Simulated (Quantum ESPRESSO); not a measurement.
Pb:

```
CELL_PARAMETERS angstrom
0.00000 3.43900 3.43900
3.43900 0.00000 3.43900
3.43900 3.43900 0.00000
ATOMIC_POSITIONS crystal
Pb 0.25000 0.25000 0.25000
Pb 0.00000 0.00000 0.00000
```

This isn't the form of Pb at room conditions, which is fcc.

| Property | Result |
| --- | --- |
| Program | Quantum ESPRESSO 7.5 |
| Task | single point |
| Functional | PBE |
| Potentials or basis | SSSP 1.3 efficiency PBE |
| Cutoff | 748 eV |
| Density cutoff | 5987 eV |
| k mesh | 7 × 7 × 7 |
| Occupations | fermi-dirac, width 0.05 eV |
| Spin | no spin polarisation |

On this cell: pressure 2.3 GPa; largest force zero by symmetry; band gap on the k mesh none (metal or under the smearing width).

The same run follows on a disturbed copy (atoms moved at random, drawn with an rms of 0.05 Å):

```
CELL_PARAMETERS angstrom
0.00000 3.43900 3.43900
3.43900 0.00000 3.43900
3.43900 3.43900 0.00000
ATOMIC_POSITIONS crystal
Pb 0.24233 0.24870 0.24871
Pb 0.00968 0.98262 0.01781
```

**Question.** What does the disturbed cell give?

**Answer.** The energy (extrapolated to zero smearing) moves by +19.1 meV/atom; pressure 2.5 GPa; largest force 0.653 eV/Å; band gap on the k mesh none (metal or under the smearing width).

Forces on the atoms (eV/Å):
```
Pb   0.062  0.649  0.039
Pb  -0.062 -0.649 -0.039
```

Stress tensor (GPa, compression positive):
```
2.61 0.11 1.86
0.11 2.21 0.18
1.86 0.18 2.61
```
